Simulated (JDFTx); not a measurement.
Sn: single point with PBE

Crystal: Sn.

```
CELL_PARAMETERS angstrom
0.00000 3.23334 3.23334
3.23334 0.00000 3.23334
3.23334 3.23334 0.00000
ATOMIC_POSITIONS crystal
Sn 0.75000 0.75000 0.75000
Sn 0.50000 0.50000 0.50000
```

This isn't the form of Sn at room conditions, which is tetragonal (white tin).

```yaml
Program: JDFTx 1.7.0 (patched build)
Task: single point
Functional: PBE
Potentials_or_basis: PseudoDojo-SR-PBE-0.5-standard
Cutoff: 980 eV
Density_cutoff: 3918 eV
k_mesh: 7 × 7 × 7
Occupations: fermi-dirac, width 0.05 eV
Spin: no spin polarisation
```

```yaml
Pressure: 3.9 GPa
Band_gap_on_the_k_mesh: none (metal or under the smearing width)
```

Levels at points of the mesh, in eV from the Fermi level:
| k point | band 12 | band 13 | band 14 | band 15 | band 16 | band 17 |
| --- | --- | --- | --- | --- | --- | --- |
| (0.00, 0.00, 0.00) | -0.55 | 0.10 | 0.10 | 0.10 | 2.18 | 2.18 |

Wall time 67 s on 1 thread of Arm Neoverse V2 (shared host), peak memory 0.13 GiB.
